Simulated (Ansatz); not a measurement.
**Ta: equation of state with PBE**

**The experiment to reproduce.**

“Pressure effects on the electronic structure and superconductivity of (TaNb)0.67(HfZrTi)0.33 high entropy alloy”, 2019, arxiv:1910.08312 quotes, for a bulk crystal of Ta: bulk modulus 194 GPa.

Crystal: Ta.

```
Ta
1.0
    -1.65128    1.65128    1.65128
     1.65128   -1.65128    1.65128
     1.65128    1.65128   -1.65128
Ta
1
Direct
  0.00000 0.00000 0.00000
```

| Item | Value |
| --- | --- |
| Program | Ansatz 0.2.0 |
| Task | equation of state |
| Functional | PBE |
| Potentials or basis | Ansatz PAW |
| Cutoff | 420 eV |
| Density cutoff | 1680 eV |
| k mesh | 11 × 11 × 11 |
| Occupations | fermi-dirac, width 0.05 eV |
| Spin | no spin polarisation |

- Equilibrium volume: 18.24 Å³/atom
- Bulk modulus: 195 GPa
- Pressure derivative of the bulk modulus: 4.3

Energy against volume, from the lowest point:
| volume (Å³/atom) | energy (meV/atom) |
| --- | --- |
| 16.930 | 65.36 |
| 17.290 | 32.91 |
| 17.650 | 11.99 |
| 18.010 | 1.38 |
| 18.371 | 0.00 |
| 18.731 | 6.98 |
| 19.091 | 21.50 |

All runs of the series together: 2.8 s on 2 threads of Arm Neoverse V2, on a shared host.

Against the measured bulk modulus of Ta, 194 GPa (quoted in “Pressure effects on the electronic structure and superconductivity of (TaNb)0.67(HfZrTi)0.33 high entropy alloy”, 2019, arxiv:1910.08312), the calculated 195 GPa is off by +0.4 %. The fit is for a static lattice scaled at fixed shape and fixed fractional positions.

The run has no spin-orbit coupling, so splittings on Ta are missing. PBE usually gives volumes a little too large and moduli too small.
